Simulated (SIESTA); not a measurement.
The system is InP.

```
In P
1.0
     0.00000    2.93050    2.93050
     2.93050    0.00000    2.93050
     2.93050    2.93050    0.00000
In P
1 1
Cartesian
  0.0000 0.0000 0.0000
  4.3957 4.3957 4.3957
```

Base run:

| Quantity | Value |
| --- | --- |
| Program | SIESTA 5.4.2 |
| Functional | PBE |
| Potentials or basis | PseudoDojo 0.4 standard (PBE files) |
| Basis | DZ (energy shift 0.01 Ry) |
| Grid cutoff | 500 Ry |
| Energy shift | 0.01 Ry |
| k mesh | 8 × 8 × 8 |
| Occupations | fermi-dirac, width 0.05 eV |
| Spin | no spin polarisation |

Its results: band gap on the k mesh 0.89 eV, direct; pressure 4.2 GPa.

Task: After a change of settings the same cell gave: band gap on the k mesh 0.91 eV, direct; pressure 3.0 GPa. Which change was it?
A. basis from DZ (energy shift 0.01 Ry) to DZP (energy shift 0.002 Ry; radii capped at 9.5 bohr); energy shift from 0.01 Ry to 0.002 Ry
B. basis from DZ (energy shift 0.01 Ry) to DZ (energy shift 0.002 Ry; radii capped at 9.5 bohr); energy shift from 0.01 Ry to 0.002 Ry
C. basis from DZ (energy shift 0.01 Ry) to DZP (energy shift 0.01 Ry)

Result: C.

Caveats: semicore shells carry a single zeta, which can move pressures by several GPa and volumes by a few percent; spin-orbit coupling is left out, which moves the levels of the heavy elements; the basis of atomic orbitals isn't converged, which shifts pressures, moduli and gaps; the basis has no polarisation orbitals (some runs).

Not every run made on this cell is shown here.
